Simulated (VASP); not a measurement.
# BN (P6_3mc) in VASP: a series of runs

Runs on BN. Level: PBEsol. Tasks: relaxation of cell and atoms, single point.

Everything below comes from runs of VASP 6.6.1. Logs are shortened: lines on timing, memory, paths and dates and some standing lists are left out, and cuts for length are marked.

## 1. The crystal as given

Symmetry: P6_3mc, No. 186, hexagonal system. The conventional cell has a = 2.554 Å, b = 2.554 Å, c = 4.227 Å, α = 90.00°, β = 90.00°, γ = 120.00°. B (site symmetry 3m) is surrounded by 4 N at 1.57 to 1.58 Å. Around N (site symmetry 3m) lie 4 B at 1.57 to 1.58 Å.

Measurements of this composition are mostly on another form, of space group No. 194.

## 2. Relaxation of cell and atoms, PBEsol

INCAR

```
ALGO = Normal ; EDIFF = 1E-7
EDIFFG = -0.005 ; ENCUT = 600
GGA = PS ; IBRION = 2
ISIF = 3 ; ISMEAR = 0
LASPH = True ; LCHARG = False
LREAL = False ; LWAVE = False
NELM = 80 ; NSW = 90
PREC = Accurate ; SIGMA = 0.02
```

KPOINTS

```
k-points
0
Gamma
  6 6 2
```

POSCAR

```
BN
1.0
    2.5539396000      0.0000000000      0.0000000000
   -1.2769698000      2.2117765700      0.0000000000
    0.0000000000      0.0000000000      4.2268550000
B N
2 2
Direct
    0.6666666700      0.3333333300      0.9997240000
    0.3333333300      0.6666666700      0.4997240000
    0.6666666700      0.3333333300      0.6252760000
    0.3333333300      0.6666666700      0.1252760000
```

Potentials or basis: VASP PAW PBE potentials, release 64 (B, N).

Run with:

```console
cat potpaw_PBE.64/B/POTCAR potpaw_PBE.64/N/POTCAR > POTCAR
mpirun -np 1 vasp_std > vasp.out
```

OUTCAR:

```text
EDIFF = 1E-7
   EDIFFG = -0.005
   ENCUT = 600
   GGA = PS
   IBRION = 2
   ISIF = 3
   ISMEAR = 0
   LASPH = True
   LREAL = False
   NELM = 80
   NSW = 90
   PREC = Accurate

 ion  position               nearest neighbor table
   1  0.667  0.333  1.000-   4 1.57   4 1.57   4 1.57   3 1.58
   2  0.333  0.667  0.500-   3 1.57   3 1.57   3 1.57   4 1.58
   3  0.667  0.333  0.625-   2 1.57   2 1.57   2 1.57   1 1.58
   4  0.333  0.667  0.125-   1 1.57   1 1.57   1 1.57   2 1.58

  LATTYP: Found a hexagonal cell.
 ALAT       =     2.5539396000
 C/A-ratio  =     1.6550332670

  Lattice vectors:

 A1 = (   2.5539396000,   0.0000000000,   0.0000000000)
 A2 = (  -1.2769698000,   2.2117765700,   0.0000000000)
 A3 = (   0.0000000000,   0.0000000000,   4.2268550000)

Analysis of symmetry for initial positions (statically):
=====================================================================
 Subroutine PRICEL returns:
 Original cell was already a primitive cell.

 Routine SETGRP: Setting up the symmetry group for a
 hexagonal supercell.

 Subroutine GETGRP returns: Found 12 space group operations
 (whereof  6 operations were pure point group operations)
 out of a pool of 24 trial point group operations.

The static configuration has the point symmetry C_3v.
 The point group associated with its full space group is C_6v.

Analysis of symmetry for dynamics (positions and initial velocities):
=====================================================================
 Subroutine PRICEL returns:
 Original cell was already a primitive cell.

 Routine SETGRP: Setting up the symmetry group for a
 hexagonal supercell.

 Subroutine GETGRP returns: Found 12 space group operations
 (whereof  6 operations were pure point group operations)
 out of a pool of 24 trial point group operations.

The dynamic configuration has the point symmetry C_3v.
 The point group associated with its full space group is C_6v.

 Subroutine INISYM returns: Found 12 space group operations
 (whereof  6 operations are pure point group operations),
 and found     1 'primitive' translations

----------------------------------------------------------------------------------------

                                     Primitive cell

  volume of cell :      23.8764

  direct lattice vectors                    reciprocal lattice vectors
     2.553939600  0.000000000  0.000000000     0.391551938  0.226062617  0.000000000
    -1.276969800  2.211776570  0.000000000     0.000000000  0.452125234  0.000000000
     0.000000000  0.000000000  4.226855000     0.000000000  0.000000000  0.236582518

  length of vectors
     2.553939600  2.553939597  4.226855000     0.452125234  0.452125234  0.236582518

  position of ions in fractional coordinates (direct lattice)
     0.666666670  0.333333330  0.999724000
     0.333333330  0.666666670  0.499724000
     0.666666670  0.333333330  0.625276000
     0.333333330  0.666666670  0.125276000

  ion indices of the primitive-cell ions
   primitive index   ion index
                 1           1
                 2           2
                 3           3
                 4           4

----------------------------------------------------------------------------------------

 KPOINTS: k-points

Automatic generation of k-mesh.
 Grid dimensions read from file:
 generate k-points for:    6    6    2

 Generating k-lattice:

  Cartesian coordinates                     Fractional coordinates (reciprocal lattice)
     0.065258656  0.037677103  0.000000000     0.166666667 -0.000000000  0.000000000
     0.000000000  0.075354206  0.000000000     0.000000000  0.166666667  0.000000000
     0.000000000  0.000000000  0.118291259     0.000000000  0.000000000  0.500000000

  Length of vectors
     0.075354206  0.075354206  0.118291259

  Shift w.r.t. Gamma in fractional coordinates (k-lattice)
     0.000000000  0.000000000  0.000000000

 Subroutine IBZKPT returns following result:
 ===========================================

 Found     14 irreducible k-points:

 Following reciprocal coordinates:
            Coordinates               Weight
  0.000000  0.000000  0.000000      1.000000
  0.166667  0.000000  0.000000      6.000000
  0.333333  0.000000  0.000000      6.000000
  0.500000  0.000000  0.000000      3.000000
  0.166667  0.166667  0.000000      6.000000
  0.333333  0.166667  0.000000     12.000000
  0.333333  0.333333  0.000000      2.000000
  0.000000  0.000000  0.500000      1.000000
  0.166667  0.000000  0.500000      6.000000
  0.333333  0.000000  0.500000      6.000000
  0.500000  0.000000  0.500000      3.000000
  0.166667  0.166667  0.500000      6.000000
  0.333333  0.166667  0.500000     12.000000
  0.333333  0.333333  0.500000      2.000000
   k-points           NKPTS =     14   k-points in BZ     NKDIM =     14   number of bands    NBANDS=     12
   number of dos      NEDOS =    301   number of ions     NIONS =      4
   total plane-waves  NPLWV =  14400
   dimension x,y,z NGX =    20 NGY =   20 NGZ =   36
   dimension x,y,z NGXF=    40 NGYF=   40 NGZF=   72
   ions per type =               2   2
   NGX,Y,Z   is equivalent  to a cutoff of  13.02, 13.02, 14.16 a.u.
   NGXF,Y,Z  is equivalent  to a cutoff of  26.04, 26.04, 28.32 a.u.
 SYSTEM =  unknown system
   PREC   = accura    normal or accurate (medium, high low for compatibility)
   ISTART =      0    job   : 0-new  1-cont  2-samecut
   ICHARG =      2    charge: 1-file 2-atom 10-const
   ISPIN  =      1    spin polarized calculation?
   LNONCOLLINEAR =      F non collinear calculations
   LSORBIT =      F    spin-orbit coupling
   LASPH  =      T    aspherical Exc in radial PAW
   ENCUT  =  600.0 eV  44.10 Ry    6.64 a.u.   5.10  5.10  8.44*2*pi/ulx,y,z
   NELM   =     80;   NELMIN=  2; NELMDL= -5     # of ELM steps
   EDIFF  = 0.1E-06   stopping-criterion for ELM
   LREAL  =      F    real-space projection
   EDIFFG = -.5E-02   stopping-criterion for IOM
   NSW    =     90    number of steps for IOM
   IBRION =      2    ionic relax: 0-MD 1-quasi-New 2-CG
   NFREE  =      1    steps in history (QN), initial steepest desc. (CG)
   ISIF   =      3    stress and relaxation
   ISYM   =      2    0-nonsym 1-usesym 2-fastsym
   POTIM  = 0.5000    time-step for ionic-motion
   TEBEG  =    0.0;   TEEND  =   0.0 temperature during run
   PSTRESS=    0.0 pullay stress
   NELECT =      16.0000    total number of electrons
   NUPDOWN=      -1.0000    fix difference up-down
   EMIN   =  10.00;   EMAX   =-10.00  energy-range for DOS
   EFERMI =   0.00;   METHOD = LEGACY
   ISMEAR =     0;   SIGMA  =   0.02  broadening in eV -4-tet -1-fermi 0-gaus
   EFERMI_NEDOS =   21; number of points for ismear=-14 and -15
   IALGO  =     38    algorithm
   IMIX   =      4    mixing-type and parameters
     AMIX     =   0.40;   BMIX     =  1.00
     AMIX_MAG =   1.60;   BMIX_MAG =  1.00
  volume/ion in A,a.u.               =       5.97        40.28
  Fermi-wavevector in a.u.,A,eV,Ry     =   1.432600  2.707222 27.923836  2.052344
  Thomas-Fermi vector in A             =   2.552210
   LORBIT       =      0    0 simple, 1 ext, 2 COOP (PROOUT), +10 PAW based schemes
   GGA     = PS    functional components
   LHFCALC =     F    Hartree Fock is set to
   AEXX    =    0.0000 exact exchange contribution
   IVDW    =     0    specifies the selected vdW correction
   LEPSILON=     F    determine dielectric tensor
   LRPA    =     F    only Hartree local field effects (RPA)
 conjugate gradient relaxation of ions
 non-spin polarized calculation
 Gauss-broadening in eV      SIGMA  =   0.02
  energy-cutoff  :      600.00
  volume of cell :       23.88
 maximum number of plane-waves:       805
   NGX = 11   NGY = 11   NGZ = 17

--------------------------------------- Ionic step        1  -------------------------------------------

 number of electron      16.0000003 magnetization

 Free energy of the ion-electron system (eV)
  ---------------------------------------------------
  ext. energy  EPLUGINS =         0.00000000
  ---------------------------------------------------
  free energy    TOTEN  =       -36.62547497 eV

  energy without entropy =      -36.62547497  energy(sigma->0) =      -36.62547497

------------------------ aborting loop because EDIFF is reached ----------------------------------------

  FORCE on cell =-STRESS in cart. coord.  units (eV):
  Direction    XX          YY          ZZ          XY          YZ          ZX
  --------------------------------------------------------------------------------------
  -------------------------------------------------------------------------------------
  Total       -0.8086040     -0.8086040     -0.8418395      0.0000000     -0.0000000      0.0000000
  in kB      -54.2596793    -54.2596791    -56.4898805      0.0000000     -0.0000000      0.0000000
  external PRESSURE =     -55.0030796 kB  Pullay stress =       0.0000000 kB
[... 175 lines left out ...]
  energy  without entropy=      -36.6315833128  energy(sigma->0) =      -36.63158331

--------------------------------------- Ionic step        6  -------------------------------------------

 number of electron      16.0000003 magnetization

 Free energy of the ion-electron system (eV)
  ---------------------------------------------------
  ext. energy  EPLUGINS =         0.00000000
  ---------------------------------------------------
  free energy    TOTEN  =       -36.63159542 eV

  energy without entropy =      -36.63159542  energy(sigma->0) =      -36.63159542

 E-fermi :   7.7264     XC(G=0): -13.0273

 val. band max:        7.5699072595   @ k =   0.0000   0.0000   0.0000
 cond. band min:      12.5463807980   @ k =   0.3333   0.3333   0.0000
 fundamental gap:      4.9764735384
 Fermi energy:         7.7263929217

 k-point     1 :       0.0000    0.0000    0.0000
  band No.  band energies     occupation
      1     -12.9050      2.00000
      2      -8.6823      2.00000
      3      -3.4757      2.00000
      4       5.4309      2.00000
      5       5.4309      2.00000
      6       7.3170      2.00000
      7       7.5699      2.00000
      8       7.5699      2.00000
      9      15.9103      0.00000
     10      15.9103      0.00000
     11      16.1118      0.00000
     12      17.1149      0.00000
[... 224 lines left out ...]
  FREE ENERGIE OF THE ION-ELECTRON SYSTEM (eV)
  ---------------------------------------------------
  free  energy   TOTEN  =       -36.6315954202 eV

  energy  without entropy=      -36.6315954202  energy(sigma->0) =      -36.63159542

 reached required accuracy - stopping structural energy minimisation
```

It took 9.6 s on 1 thread of Intel Xeon 6975P-C (Granite Rapids), shared host; peak memory 0.13 GiB.

Results:

```yaml
Free_energy: -36.6316 eV
Relaxed_volume: 5.88 Å³/atom
Relaxed_cell: a = 2.542 Å, b = 2.542 Å, c = 4.205 Å, α = 90.00°, β = 90.00°, γ = 120.00°
Space_group_after_relaxing_to_0.05_Å: P6_3mc (No. 186)
Energy_gained_by_relaxing: 1.5 meV/atom
Ionic_steps: 6
Pressure_after_relaxing: 0.1 GPa
Band_gap_on_the_k_mesh: 4.98 eV, indirect (least direct gap 8.24 eV)
```

Step by step:
| step | energy change (eV) | largest force (eV/Å) | pressure (GPa) | volume (Å³) |
| --- | --- | --- | --- | --- |
| 1 | 0.0000 | 0.0592 | -5.50 | 23.88 |
| 2 | 0.0010 | 0.0987 | 6.13 | 23.18 |
| 3 | -0.0061 | 0.0148 | -0.05 | 23.54 |
| 4 | -0.0061 | 0.0164 | 0.06 | 23.53 |
| 5 | -0.0061 | 0.0151 | 0.15 | 23.52 |
| 6 | -0.0061 | 0.0016 | 0.10 | 23.53 |

Final structure:
```
B N
1.0
     2.54158    0.00000    0.00000
    -1.27079    2.20107    0.00000
     0.00000    0.00000    4.20536
B N
2 2
Direct
  0.66667 0.33333 0.99998
  0.33333 0.66667 0.49998
  0.66667 0.33333 0.62502
  0.33333 0.66667 0.12502
```

Caveat: the k mesh is coarse (spacing up to 0.74 Å⁻¹), so the values aren't converged; the PAW data sets were made with another functional, which shifts forces and pressure a little.

## 3. Single point, PBEsol

INCAR

```
PREC = Accurate
ENCUT = 520
EDIFF = 1E-6
ISMEAR = 0
SIGMA = 0.02
LREAL = F
LASPH = T
NELM = 80
ALGO = Normal
ISIF = 2
LWAVE = F
LCHARG = F
GGA = PS
```

KPOINTS

```
regular mesh
0
Gamma
  12 12 6
```

POSCAR is that of step 2.

Potentials or basis: VASP PAW PBE potentials, release 64 (B, N).

Run with:

```console
cat potpaw_PBE.64/B/POTCAR potpaw_PBE.64/N/POTCAR > POTCAR
mpirun -np 1 vasp_std > vasp.out
```

It took 7.2 s on 1 thread of Intel Xeon 6975P-C (Granite Rapids), shared host; peak memory 0.14 GiB.

Results (log left out):

* Free energy: -36.6208 eV
* Pressure: -5.4 GPa
* Largest force: 0.010 eV/Å
* Band gap on the k mesh: 4.97 eV, indirect (least direct gap 8.15 eV)

Forces in eV/Å, atoms in the order of the input:
```
B    0.000  0.000  0.010
B    0.000  0.000  0.010
N    0.000  0.000 -0.010
N    0.000  0.000 -0.010
```

Stress tensor (GPa, compression positive):
```
-5.15  0.00  0.00
 0.00 -5.15  0.00
 0.00  0.00 -5.79
```

Levels at points of the mesh, in eV from the valence-band top:
```
           k point  band 4  band 5  band 6  band 7  band 8  band 9  band 10  band 11  band 12
(0.00, 0.00, 0.00)   -2.11   -2.11   -0.28    0.00    0.00    8.27     8.27     8.46     9.36
(0.50, 0.00, 0.00)   -7.79   -6.90   -4.97   -4.43   -2.10    6.53     7.77    10.47    11.28
(0.00, 0.00, 0.50)   -5.72   -1.17   -1.17   -1.17   -1.17    9.34     9.34     9.81     9.81
(0.50, 0.00, 0.50)  -10.01   -3.75   -3.75   -3.57   -3.57    6.40     6.40     9.86     9.86
```

Caveat: the PAW data sets were made with another functional, which shifts forces and pressure a little.
